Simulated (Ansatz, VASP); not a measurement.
One calculation of H3Pt, two programs

Contents of INCAR:

```
SYSTEM = H3Pt
PREC = Accurate ; ENCUT = 600
EDIFF = 1E-7 ; ISMEAR = 0
SIGMA = 0.1 ; LREAL = .FALSE.
LASPH = .TRUE. ; NELM = 80
ALGO = Normal ; ISIF = 3
LWAVE = .FALSE. ; LCHARG = .FALSE.
GGA = PE ; IBRION = 2
NSW = 90 ; EDIFFG = -0.04
```

Contents of KPOINTS:

```
regular mesh
0
G
  6 6 6
  0 0 0
```

POSCAR

```
H3Pt
1.0
    3.1965116335      0.0000000000      0.0000000000
    0.0000000000      3.1965116335      0.0000000000
    0.0000000000      0.0000000000      3.1965116335
H Pt
3 1
Direct
    0.0000000000      0.5000000000      0.5000000000
    0.5000000000      0.0000000000      0.5000000000
    0.5000000000      0.5000000000      0.0000000000
    0.0000000000      0.0000000000      0.0000000000
```

Input for Ansatz:

```yaml
crystal:
  lattice:
    - [3.1965116335, 0.0, 0.0]
    - [0.0, 3.1965116335, 0.0]
    - [0.0, 0.0, 3.1965116335]
  atoms:
    - { symbol: H, position: [0.0, 0.5, 0.5] }
    - { symbol: H, position: [0.5, 0.0, 0.5] }
    - { symbol: H, position: [0.5, 0.5, 0.0] }
    - { symbol: Pt, position: [0.0, 0.0, 0.0] }
basis:
  ecutwfc: 420
kpoints:
  mp_grid: { grid: [6, 6, 6] }
hamiltonian:
  xc: pbe
scf:
  occupations: { method: gaussian, width: 0.1 }
  lower_state_search: "off"
output:
  forces: true
  stress: true
  eigenvalues: true
relax:
  adjacent_minimum: "off"
  f_tol: 0.04
  max_steps: 70
  cell: { stress_tol: 0.4 }
```

Alike in both runs: task relaxation of cell and atoms; functional PBE; k mesh 6 × 6 × 6; occupations gaussian, width 0.1 eV; no spin polarisation.

|  | VASP | Ansatz |
| --- | --- | --- |
| version | VASP 6.6.1 | Ansatz 0.2.0 |
| potentials or method | VASP PAW PBE potentials, release 64 (H, Pt) | scalar-relativistic, plane waves, PAW |
| plane-wave cutoff (eV) | 600 | 420 |
| valence electrons in the cell | 13 | 21 |

VASP gave:

| Property | Result |
| --- | --- |
| gap on the k mesh at the Fermi level, each at its own relaxed structure (eV) | none |
| relaxed volume (Å³/atom) | 6.49 |
| relaxed cell length with the largest relative difference (Å) | 2.962 |
| energy change over the relaxation (meV/atom) | -167 |

Task: What did Ansatz give for the same quantities?

Result: gap on the k mesh at the Fermi level, each at its own relaxed structure (eV): none; relaxed volume (Å³/atom): 6.49; relaxed cell length with the largest relative difference (Å): 2.961; energy change over the relaxation (meV/atom): -165.

A gap of «none» marks a metal or a gap that the smearing closes. The two sets of potentials don't hold the same shells in valence.

Caveats: the volume moved by over 15 % at a fixed basis, so the end points are rough (VASP). Spin-orbit coupling is left out, which matters for the levels of Pt.
